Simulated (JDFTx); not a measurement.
# C (Fd-3m) in JDFTx: equation of state

Aim: energy against volume of C in PBEsol, for its equilibrium volume and stiffness.

All numbers are computed with JDFTx 1.7.0 (patched build); they aren't measurements. Logs are shortened: lines on timing, memory, paths and dates and some standing lists are left out, and cuts for length are marked. The log counts tension as positive stress, the text compression.

**The experiment to reproduce.**

“Equation of state of cubic boron nitride at high pressures and temperatures”, 2007, arxiv:cond-mat/0702656 quotes, for a bulk crystal of C: bulk modulus 442 ± 5 GPa.

The runs below are set against these values where they give the same quantity.

### Step 1. The structure

The structure is cubic, space group Fd-3m (No. 227). Conventional cell: a = 3.567 Å, b = 3.567 Å, c = 3.567 Å, α = 90.00°, β = 90.00°, γ = 90.00°. C (site symmetry -43m) has 4 C at 1.54 Å as nearest neighbours.

This isn't the form of C at room conditions, which is graphite.

### Step 2. Equation of state, PBEsol, 5.33 Å³/atom (volume scaled by 0.94)

C.in

```
lattice \
    0.0000000000     3.3012844142     3.3012844142 \
    3.3012844142     0.0000000000     3.3012844142 \
    3.3012844142     3.3012844142     0.0000000000
coords-type Lattice
ion C      0.7500000000     0.7500000000     0.7500000000 1
ion C      0.5000000000     0.5000000000     0.5000000000 1

ion-species pseudo/C.upf
elec-cutoff 41 328
elec-ex-corr gga-PBEsol
kpoint-folding 13 13 13
elec-smearing Fermi 0.0018374661
elec-n-bands 9
electronic-SCF nIterations 100 energyDiffThreshold 1e-09
electronic-minimize nIterations 30 energyDiffThreshold 1e-7
forces-output-coords Cartesian

dump-name run.$VAR
dump End Ecomponents EigStats BandEigs Kpoints Forces Stress ElecDensity Dtot KEdensity
```

Potentials or basis: PseudoDojo-SR-PBEsol-0.4.1-standard with smoothed tails.

On the command line:

```console
> jdftx -c 1 -i C.in -o C.out
```

The program printed:

```text
*************** JDFTx 1.7.0 (patched build) ***************

[... 9 lines left out ...]
---------- Initializing the Grid ----------
R =
[            0      3.30128      3.30128  ]
[      3.30128            0      3.30128  ]
[      3.30128      3.30128            0  ]
unit cell volume = 71.958
G =
[  -0.951627   0.951627   0.951627  ]
[   0.951627  -0.951627   0.951627  ]
[   0.951627   0.951627  -0.951627  ]
Minimum fftbox size, Smin = [  40  40  40  ]
Chosen fftbox size, S = [  40  40  40  ]

---------- Initializing tighter grid for wavefunction operations ----------
R =
[            0      3.30128      3.30128  ]
[      3.30128            0      3.30128  ]
[      3.30128      3.30128            0  ]
unit cell volume = 71.958
G =
[  -0.951627   0.951627   0.951627  ]
[   0.951627  -0.951627   0.951627  ]
[   0.951627   0.951627  -0.951627  ]
Minimum fftbox size, Smin = [  28  28  28  ]
Chosen fftbox size, S = [  28  28  28  ]

---------- Exchange Correlation functional ----------
Initalized PBEsol GGA exchange.
Initalized PBEsol GGA correlation.

---------- Setting up pseudopotentials ----------
Width of ionic core gaussian charges (only for fluid interactions / plotting) set to 0

Reading pseudopotential file 'pseudo/C.upf':
  'C' pseudopotential, 'PBESOL' functional
  Generated using ONCVPSP code by D. R. Hamann
  4 valence electrons, 2 orbitals, 4 projectors, 1001 radial grid points, with lMax = 1
    2S    l: 0   occupation:  2.0   eigenvalue: -0.501565
    2P    l: 1   occupation:  2.0   eigenvalue: -0.192331
  Core radius for overlap checks: 1.21 bohrs.

Initialized 1 species with 2 total atoms.

Folded 1 k-points by 13x13x13 to 2197 k-points.

---------- Setting up k-points, bands, fillings ----------
Reduced to 84 k-points under symmetry.
Computing the number of bands and number of electrons
Calculating initial fillings.
nElectrons:   8.000000   nBands: 9   nStates: 84

----- Setting up reduced wavefunction bases (one per k-point) -----
average nbasis = 902.698 , ideal nbasis = 902.295

---------- Setting up ewald sum ----------
Optimum gaussian width for ewald sums = 1.499386 bohr.
Real space sum over 1331 unit cells with max indices [  5  5  5  ]
Reciprocal space sum over 2197 terms with max indices [  6  6  6  ]

---------- Allocating electronic variables ----------
Initializing wave functions:  linear combination of atomic orbitals
Note: number of bands (9) exceeds available atomic orbitals (8)
C pseudo-atom occupations:   s ( 2 )  p ( 2 )
	FillingsUpdate:  mu: +0.700000000  nElectrons: 8.000000
LCAOMinimize: Iter:   0  F: -11.3782106651076962  |grad|_K:  5.413e-04  alpha:  1.000e+00
	FillingsUpdate:  mu: +0.700000000  nElectrons: 8.000000
LCAOMinimize: Iter:   1  F: -11.3791517028934290  |grad|_K:  5.618e-06  alpha:  9.429e-01  linmin:  4.861e-01  cgtest: -9.579e-01
	FillingsUpdate:  mu: +0.700000000  nElectrons: 8.000000
LCAOMinimize: Iter:   2  F: -11.3791517069572361  |grad|_K:  5.514e-06  alpha:  7.102e-01  linmin:  1.094e-06  cgtest:  9.808e-01
	FillingsUpdate:  mu: +0.700000000  nElectrons: 8.000000
LCAOMinimize: Iter:   3  F: -11.3791518033798074  |grad|_K:  1.431e-08  alpha:  9.322e-01  linmin: -1.981e-02  cgtest:  4.156e-02
LCAOMinimize: Encountered beta<0, resetting CG.
LCAOMinimize: Converged (|Delta F|<1.000000e-06 for 2 iters).

-------- Electronic minimization -----------
Will mix electronic density at each iteration.
	FillingsUpdate:  mu: +0.700000000  nElectrons: 8.000000
	FillingsUpdate:  mu: +0.632759510  nElectrons: 8.000000
SCF: Cycle:  0   F: -11.431619666468073   dF: -5.247e-02   |Residual|: 6.029e-02   |deigs|: 1.757e-01
	FillingsUpdate:  mu: +0.635879777  nElectrons: 8.000000
SCF: Cycle:  1   F: -11.432105548521681   dF: -4.859e-04   |Residual|: 2.972e-02   |deigs|: 6.423e-03
	FillingsUpdate:  mu: +0.639250017  nElectrons: 8.000000
SCF: Cycle:  2   F: -11.432248147699822   dF: -1.426e-04   |Residual|: 2.668e-03   |deigs|: 5.440e-03
	FillingsUpdate:  mu: +0.639186499  nElectrons: 8.000000
SCF: Cycle:  3   F: -11.432248719400121   dF: -5.717e-07   |Residual|: 8.368e-04   |deigs|: 4.367e-04
	FillingsUpdate:  mu: +0.639290180  nElectrons: 8.000000
SCF: Cycle:  4   F: -11.432248833728787   dF: -1.143e-07   |Residual|: 9.847e-05   |deigs|: 1.531e-04
	FillingsUpdate:  mu: +0.639303947  nElectrons: 8.000000
SCF: Cycle:  5   F: -11.432248842142654   dF: -8.414e-09   |Residual|: 4.698e-05   |deigs|: 6.230e-05
	FillingsUpdate:  mu: +0.639305051  nElectrons: 8.000000
SCF: Cycle:  6   F: -11.432248844199627   dF: -2.057e-09   |Residual|: 5.730e-06   |deigs|: 3.681e-04
	FillingsUpdate:  mu: +0.639304441  nElectrons: 8.000000
SCF: Cycle:  7   F: -11.432248844396160   dF: -1.965e-10   |Residual|: 1.503e-06   |deigs|: 3.316e-04
	FillingsUpdate:  mu: +0.639304443  nElectrons: 8.000000
SCF: Cycle:  8   F: -11.432248844452481   dF: -5.632e-11   |Residual|: 7.810e-07   |deigs|: 1.477e-04
SCF: Converged (|Delta E|<1.000000e-09 for 2 iters).

Setting wave functions to eigenvectors of Hamiltonian

# Stress tensor in Cartesian coordinates [Eh/a0^3]:
[ -0.000921343            0            0  ]
[            0 -0.000921343            0  ]
[            0            0 -0.000921343  ]

# Ionic positions in lattice coordinates:
ion C   0.750000000000000   0.750000000000000   0.750000000000000 1
ion C   0.500000000000000   0.500000000000000   0.500000000000000 1

# Forces in Cartesian coordinates:
force C   0.000000000000000  -0.000000000000000  -0.000000000000000 1
force C   0.000000000000000   0.000000000000000  -0.000000000000000 1

# Energy components:
   Eewald =      -13.0538235868955663
       EH =        0.9170206197742058
     Eloc =       -3.5408174940895556
      Enl =       -0.6187257472643389
      Exc =       -4.3634184331920922
 Exc_core =        0.5742048348438834
       KE =        8.6533109623709858
-------------------------------------
     Etot =      -11.4322488444524790
       TS =        0.0000000000000014
-------------------------------------
        F =      -11.4322488444524808

IonicMinimize: Iter:   0  F: -11.432248844452481  |grad|_K:  2.614e-35
IonicMinimize: Converged (|grad|_K<1.000000e-04).

#--- Lowdin population analysis ---
# oxidation-state C +0.014 +0.014

Dumping 'run.eigStats' ...
	eMin: -0.290165 at state 0 ( [ +0.000000 +0.000000 +0.000000 ] spin 0 )
	HOMO: +0.533202 at state 0 ( [ +0.000000 +0.000000 +0.000000 ] spin 0 )
	mu  : +0.639304
	LUMO: +0.687409 at state 43 ( [ +0.000000 +0.384615 +0.384615 ] spin 0 )
	eMax: +1.415300 at state 47 ( [ +0.000000 +0.461538 +0.461538 ] spin 0 )
	HOMO-LUMO gap: +0.154207
	Optical gap  : +0.210826 at state 0 ( [ +0.000000 +0.000000 +0.000000 ] spin 0 )
Done!
[note: mu as printed may lie anywhere between the filled and the empty levels]
```

Wall time 23 s (1 thread of Intel Xeon Platinum 8259CL at 2.50GHz (Skylake/Cascade Lake), shared host); peak memory 0.07 GiB.

What came out:

```
Free energy            : -311.0873 eV
Pressure               : 27.1 GPa
Band gap on the k mesh : 4.20 eV, indirect (least direct gap 5.74 eV)
```

Caveat: an odd mesh through Γ misses points on the zone boundary, where band edges often lie.

### Step 3. Equation of state, PBEsol, 5.44 Å³/atom (volume scaled by 0.96)

C.in

```
lattice \
    0.0000000000     3.3245336620     3.3245336620 \
    3.3245336620     0.0000000000     3.3245336620 \
    3.3245336620     3.3245336620     0.0000000000
coords-type Lattice
ion C      0.7500000000     0.7500000000     0.7500000000 1
ion C      0.5000000000     0.5000000000     0.5000000000 1

ion-species pseudo/C.upf
elec-cutoff 41 328
elec-ex-corr gga-PBEsol
kpoint-folding 13 13 13
elec-smearing Fermi 0.0018374661
elec-n-bands 9
electronic-SCF nIterations 100 energyDiffThreshold 1e-09
electronic-minimize nIterations 30 energyDiffThreshold 1e-7
forces-output-coords Cartesian

dump-name run.$VAR
dump End Ecomponents EigStats BandEigs Kpoints Forces Stress
```

Potentials or basis: PseudoDojo-SR-PBEsol-0.4.1-standard with smoothed tails.

On the command line:

```console
> jdftx -c 1 -i C.in -o C.out
```

Wall time 23 s (1 thread of Intel Xeon Platinum 8259CL at 2.50GHz (Skylake/Cascade Lake), shared host); peak memory 0.07 GiB.

The run converged. Its results:

```
Free energy            : -311.1180 eV
Pressure               : 16.0 GPa
Band gap on the k mesh : 4.15 eV, indirect (least direct gap 5.68 eV)
```

Caveat: an odd mesh through Γ misses points on the zone boundary, where band edges often lie.

### Step 4. Equation of state, PBEsol, 5.56 Å³/atom (volume scaled by 0.98)

C.in: that of step 3 with these lines changed.

```diff
@@ -1,5 +1,5 @@
 lattice \
-    0.0000000000     3.3245336620     3.3245336620 \
-    3.3245336620     0.0000000000     3.3245336620 \
-    3.3245336620     3.3245336620     0.0000000000
+    0.0000000000     3.3474622049     3.3474622049 \
+    3.3474622049     0.0000000000     3.3474622049 \
+    3.3474622049     3.3474622049     0.0000000000
 coords-type Lattice
```

On the command line:

```console
> jdftx -c 1 -i C.in -o C.out
```

It took 23 s on 1 thread of Intel Xeon Platinum 8259CL at 2.50GHz (Skylake/Cascade Lake), shared host; peak memory 0.07 GiB.

It converged, with:

| Quantity | Value |
| --- | --- |
| Free energy | -311.1338 eV |
| Pressure | 5.9 GPa |
| Band gap on the k mesh | 4.10 eV, indirect (least direct gap 5.62 eV) |

Caveat: an odd mesh through Γ misses points on the zone boundary, where band edges often lie.

### Step 5. Equation of state, PBEsol, 5.67 Å³/atom

C.in: that of step 4 with these lines changed.

```diff
@@ -1,5 +1,5 @@
 lattice \
-    0.0000000000     3.3474622049     3.3474622049 \
-    3.3474622049     0.0000000000     3.3474622049 \
-    3.3474622049     3.3474622049     0.0000000000
+    0.0000000000     3.3700808789     3.3700808789 \
+    3.3700808789     0.0000000000     3.3700808789 \
+    3.3700808789     3.3700808789     0.0000000000
 coords-type Lattice
```

On the command line:

```console
> jdftx -c 1 -i C.in -o C.out
```

Wall time 23 s (1 thread of Intel Xeon Platinum 8259CL at 2.50GHz (Skylake/Cascade Lake), shared host); peak memory 0.07 GiB.

It converged, with:

- Free energy: -311.1359 eV
- Pressure: -3.2 GPa
- Band gap on the k mesh: 4.05 eV, indirect (least direct gap 5.56 eV)

Caveat: an odd mesh through Γ misses points on the zone boundary, where band edges often lie.

### Step 6. Equation of state, PBEsol, 5.79 Å³/atom (volume scaled by 1.02)

C.in: that of step 5 with these lines changed.

```diff
@@ -1,5 +1,5 @@
 lattice \
-    0.0000000000     3.3700808789     3.3700808789 \
-    3.3700808789     0.0000000000     3.3700808789 \
-    3.3700808789     3.3700808789     0.0000000000
+    0.0000000000     3.3923999456     3.3923999456 \
+    3.3923999456     0.0000000000     3.3923999456 \
+    3.3923999456     3.3923999456     0.0000000000
 coords-type Lattice
```

Potentials or basis: PseudoDojo-SR-PBEsol-0.4.1-standard with smoothed tails.

On the command line:

```console
> jdftx -c 1 -i C.in -o C.out
```

It took 23 s on 1 thread of Intel Xeon Platinum 8259CL at 2.50GHz (Skylake/Cascade Lake), shared host; peak memory 0.07 GiB.

The run converged. Its results:

```yaml
Free_energy: -311.1255 eV
Pressure: -11.6 GPa
Band_gap_on_the_k_mesh: 4.01 eV, indirect (least direct gap 5.51 eV)
```

Caveat: an odd mesh through Γ misses points on the zone boundary, where band edges often lie.

### Step 7. Equation of state, PBEsol, 5.90 Å³/atom (volume scaled by 1.04)

C.in: that of step 6 with these lines changed.

```diff
@@ -1,5 +1,5 @@
 lattice \
-    0.0000000000     3.3923999456     3.3923999456 \
-    3.3923999456     0.0000000000     3.3923999456 \
-    3.3923999456     3.3923999456     0.0000000000
+    0.0000000000     3.4144291341     3.4144291341 \
+    3.4144291341     0.0000000000     3.4144291341 \
+    3.4144291341     3.4144291341     0.0000000000
 coords-type Lattice
```

On the command line:

```console
> jdftx -c 1 -i C.in -o C.out
```

Run time: 23 s. Hardware: 1 thread of Intel Xeon Platinum 8259CL at 2.50GHz (Skylake/Cascade Lake), shared host; peak memory 0.07 GiB.

Results (log left out):

| Quantity | Value |
| --- | --- |
| Free energy | -311.1039 eV |
| Pressure | -19.2 GPa |
| Band gap on the k mesh | 3.96 eV, indirect (least direct gap 5.45 eV) |

Caveat: an odd mesh through Γ misses points on the zone boundary, where band edges often lie.

### Step 8. Equation of state, PBEsol, 6.01 Å³/atom (volume scaled by 1.06)

C.in: that of step 7 with these lines changed.

```diff
@@ -1,5 +1,5 @@
 lattice \
-    0.0000000000     3.4144291341     3.4144291341 \
-    3.4144291341     0.0000000000     3.4144291341 \
-    3.4144291341     3.4144291341     0.0000000000
+    0.0000000000     3.4361776767     3.4361776767 \
+    3.4361776767     0.0000000000     3.4361776767 \
+    3.4361776767     3.4361776767     0.0000000000
 coords-type Lattice
```

On the command line:

```console
> jdftx -c 1 -i C.in -o C.out
```

Wall time 20 s (1 thread of Intel Xeon Platinum 8259CL at 2.50GHz (Skylake/Cascade Lake), shared host); peak memory 0.07 GiB.

The run converged. Its results:

- Free energy: -311.0720 eV
- Pressure: -26.1 GPa
- Band gap on the k mesh: 3.92 eV, indirect (least direct gap 5.40 eV)

Caveat: an odd mesh through Γ misses points on the zone boundary, where band edges often lie.

### Step 9. Equation of state, PBEsol

Potentials or basis: PseudoDojo-SR-PBEsol-0.4.1-standard with smoothed tails.

No new run: the results of the series are fitted here.

Results:

| Quantity | Value |
| --- | --- |
| Equilibrium volume | 5.63 Å³/atom |
| Bulk modulus | 449 GPa |
| Pressure derivative of the bulk modulus | 3.7 |

Energy against volume, from the lowest point:
| volume (Å³/atom) | energy (meV/atom) |
| --- | --- |
| 5.332 | 24.26 |
| 5.445 | 8.91 |
| 5.558 | 1.04 |
| 5.672 | 0.00 |
| 5.785 | 5.16 |
| 5.899 | 15.97 |
| 6.012 | 31.92 |

### Step 10. Against experiment

Step 9. Measured bulk modulus of C: 442 GPa (quoted in “Equation of state of cubic boron nitride at high pressures and temperatures”, 2007, arxiv:cond-mat/0702656). This calculation gives 449 GPa (+1.6 %). 3 values of this kind are on record (442 to 444.8 GPa); this one was drawn at random among those near their median, those with a stated uncertainty first. The fit is for a static lattice scaled at fixed shape and fixed fractional positions. The cell as given is a measured one (5.67 Å³/atom); PBEsol puts the equilibrium volume -0.7 % from it, thermal expansion not counted.
